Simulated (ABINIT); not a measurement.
Crystal: SrO.

```
CELL_PARAMETERS angstrom
0.00000 2.56630 2.56630
2.56630 0.00000 2.56630
2.56630 2.56630 0.00000
ATOMIC_POSITIONS crystal
Sr 0.50000 0.50000 0.50000
O 0.00000 0.00000 0.00000
```

Base run:

```yaml
Program: ABINIT 10.8.3 (patched build)
Functional: r2SCAN
Potentials_or_basis: JTH PAW PBE v2.0
Cutoff: 762 eV
k_mesh: 9 × 9 × 9
Occupations: fermi-dirac, width 0.05 eV
Spin: no spin polarisation
```

Its results: band gap on the k mesh 3.85 eV, indirect (least direct gap 3.93 eV); pressure 1.1 GPa.

After a change of settings the same cell gave: band gap on the k mesh 3.80 eV, indirect (least direct gap 3.87 eV); pressure 1.1 GPa. Which change was it?
A. k mesh from 9 × 9 × 9 to 12 × 12 × 12
B. functional from r2SCAN to LDA; potentials or basis from JTH PAW PBE v2.0 to PseudoDojo NC SR LDA v0.4 stringent; cutoff from 762 eV to 1252 eV
C. functional from r2SCAN to BP86; cutoff from 762 eV to 626 eV; fine-grid cutoff from 1360.57 eV to 1224.51 eV
D. functional from r2SCAN to LDA; potentials or basis from JTH PAW PBE v2.0 to PseudoDojo NC SR LDA v0.4.1 standard; cutoff from 762 eV to 1143 eV

A.

Caveats: the PAW data sets were made with another functional, which shifts forces and pressure a little.
